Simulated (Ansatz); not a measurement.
# Strain and the gap of CuI (zincblende)

Zincblende CuI, relaxed with r2SCAN in Ansatz. It is cubic, F-43m (No. 216); a = 6.024 Å in the conventional setting, 27.33 Å³ an atom. Cu is surrounded by 4 I at 2.61 Å; I is surrounded by 4 Cu at 2.61 Å.

The axes x, y and z are those of this cell:
```
CELL_PARAMETERS angstrom
0.00000 3.01203 3.01203
3.01203 0.00000 3.01203
3.01203 3.01203 0.00000
ATOMIC_POSITIONS crystal
Cu 0.00000 0.00000 0.00000
I 0.25000 0.25000 0.25000
```

Unstrained: PBE gives a direct gap of 1.173 eV at Γ. The r2SCAN gap is direct at Γ: 1.667 eV. With HSE06 the gap is 2.670 eV and direct, at Γ. Meshes: PBE 8×8×8, r2SCAN 8×8×8, HSE06 6×6×6. Strains are changes of length per length. After each strain the atoms were relaxed again with r2SCAN within the symmetry that the strain leaves, so tilts or polar shifts that break it weren't tested; points keep the names that they have in the unstrained zone. No spin polarisation and no zero-point or thermal motion.

Changes of the least gap in eV (an overlap counts as a negative gap):
```csv
strain,volume change (%),space group,PBE,r2SCAN,HSE06,"energy rise, r2SCAN (meV/atom)"
isotropic +1.0 % on every length,+3.0,F-43m,-0.079,-0.086,-0.060,3.3
uniaxial +5.0 % along z,+5.0,I-4m2,-0.156,-0.167,-0.131,11.4
"epitaxial -4.0 % in the xy plane, free normal strain +5.26 %",-3.0,I-4m2,+0.012,+0.022,-0.017,12.7
"epitaxial -0.5 % in the plane normal to [111], free normal strain +0.38 %",-0.6,R3m,+0.012,+0.013,+0.006,0.3
uniaxial -0.5 % along x,-0.5,I-4m2,+0.008,+0.009,+0.004,0.1
```

Isotropic +1.0 % on every length. HSE06: the gap goes from 2.670 to 2.610 eV (-0.060 eV). Stress change with r2SCAN, compression positive: xx -1.21, yy -1.21, zz -1.21 GPa. For HSE06, dE_g/d ln V = -2.0 eV over this step.

Uniaxial +5.0 % along z, other directions held. HSE06: the gap goes from 2.670 to 2.539 eV (-0.131 eV); with r2SCAN the top three valence levels at Γ, degenerate before, become 2+1 from the top over 87 meV. Stress change with r2SCAN, compression positive: xx -1.57, yy -1.57, zz -2.54 GPa.

Epitaxial -4.0 % in the xy plane, free normal strain +5.26 %. HSE06: the gap goes from 2.670 to 2.653 eV (-0.017 eV); with r2SCAN the top three valence levels at Γ, degenerate before, become 2+1 from the top over 214 meV. Stress change with r2SCAN, compression positive: xx +1.99, yy +1.99, zz +0.05 GPa.

Epitaxial -0.5 % in the plane normal to [111], free normal strain +0.38 %. HSE06: the gap goes from 2.670 to 2.676 eV (+0.006 eV); with r2SCAN the top three valence levels at Γ, degenerate before, become 2+1 from the top over 12 meV. Stress change with r2SCAN, compression positive: xx +0.28, yy +0.28, zz +0.28, xy -0.13, xz -0.13, yz -0.13 GPa.

Uniaxial -0.5 % along x, other directions held. HSE06: the gap goes from 2.670 to 2.674 eV (+0.004 eV). Stress change with r2SCAN, compression positive: xx +0.28, yy +0.19, zz +0.19 GPa.

Spin-orbit coupling is left out, which matters wherever the heavy atoms make up the band edges.

The meshes of the hybrids are coarse, so their gaps aren't converged to the digits shown.

The splittings at Γ are without spin-orbit coupling, which regroups them where it is of like size or larger.
